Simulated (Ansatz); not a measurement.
The calculation used Ansatz 0.2.0, DFT, PBE, plane waves (420 eV) with PAW, scalar-relativistic.

An element in the dhcp structure gives this curve. The cell is scaled uniformly from the relaxed one, with fractional coordinates and shape fixed. Energies are extrapolated to zero smearing, pressures are those at the given smearing. Magnetic state: spin not included.

| V (Å³/atom) | E − E₀ (meV/atom) | P (GPa) |
| --- | --- | --- |
| 37.227 | 39.3 | 2.75 |
| 38.920 | 16.4 | 1.68 |
| 40.612 | 3.8 | 0.77 |
| 42.304 | 0.0 | 0.02 |
| 43.996 | 3.5 | -0.62 |
| 45.688 | 13.2 | -1.16 |
| 47.380 | 28.1 | -1.61 |

Which element is it?
A. sodium
B. yttrium
C. lanthanum
D. calcium

D. Its fit is V₀ = 42.29 Å³/atom, B₀ = 17.3 GPa, B₀′ = 3.3.
